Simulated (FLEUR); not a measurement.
## Fe under changes of volume

One of the cells (11.435 Å³/atom); the others are scaled copies at fixed shape and fractional positions:

```
CELL_PARAMETERS angstrom
0.00000 1.94174 1.96511
1.49844 0.00000 1.96511
1.49844 1.94174 0.00000
ATOMIC_POSITIONS crystal
Fe 0.00000 0.00000 0.00000
```

- Program: FLEUR MaX-R8.1 (later development tree)
- Functional: LDA
- Potentials or basis: all-electron
- Basis: FLAPW
- Kmax: 4.67 1/bohr
- k mesh: 13 × 13 × 13
- Occupations: fermi-dirac, width 0.05 eV
- Spin: collinear spin, ferromagnetic start
- Starting moments: [3.0] μB

| volume (Å³/atom) | energy over the lowest point (meV/atom) | moment (μB per cell) |
| --- | --- | --- |
| 10.749 | 0.00 | 2.03 |
| 10.978 | ? | ? |
| 11.435 | 59.59 | 2.14 |
| 11.893 | 121.14 | 2.24 |
| 12.121 | 156.48 | 2.28 |

Task: What does the run at 10.978 Å³/atom give?

Result: Energy over the lowest point 14.40 meV/atom; moment 2.07 μB per cell.

Worked out: A Birch-Murnaghan fit of order 2 (a polynomial in V^(-2/3)) to the other rows has no minimum within the range. It gives 14.98 meV/atom at 10.978 Å³/atom, against the run's 14.40. A parabola through the other rows of the moment, of slope 0.16 μB per Å³/atom there, gives 2.06 μB, against the run's 2.07.

Energies are extrapolated to zero smearing.
